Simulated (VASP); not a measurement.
Ir: single point with BLYP

Crystal: Ir.

```
CELL_PARAMETERS angstrom
-1.58330 1.58330 1.58330
1.58330 -1.58330 1.58330
1.58330 1.58330 -1.58330
ATOMIC_POSITIONS crystal
Ir 0.00000 0.00000 0.00000
```

This isn't the form of Ir at room conditions, which is fcc.

```yaml
Program: VASP 6.6.1
Task: single point
Functional: BLYP
Potentials_or_basis: VASP PAW PBE potentials, release 64 (Ir)
Cutoff: 520 eV
k_mesh: 23 × 23 × 23
Occupations: fermi-dirac, width 0.1 eV
Spin: no spin polarisation
```

```yaml
Pressure: 2.1 GPa
Band_gap_on_the_k_mesh: none (metal or under the smearing width)
```

Levels at points of the mesh, in eV from the Fermi level:
| k point | band 1 | band 2 | band 3 | band 4 | band 5 | band 6 | band 7 | band 8 |
| --- | --- | --- | --- | --- | --- | --- | --- | --- |
| (0.00, 0.00, 0.00) | -9.52 | -3.15 | -3.15 | -3.15 | -0.45 | -0.45 | 17.19 | 17.19 |

It took 39 s on 1 thread of AMD EPYC 7R13 Processor (Zen 3) (shared host), peak memory 0.14 GiB.

Caveat: the PAW data sets were made with another functional, which shifts forces and pressure a little. The run has no spin-orbit coupling, so splittings on Ir are missing.
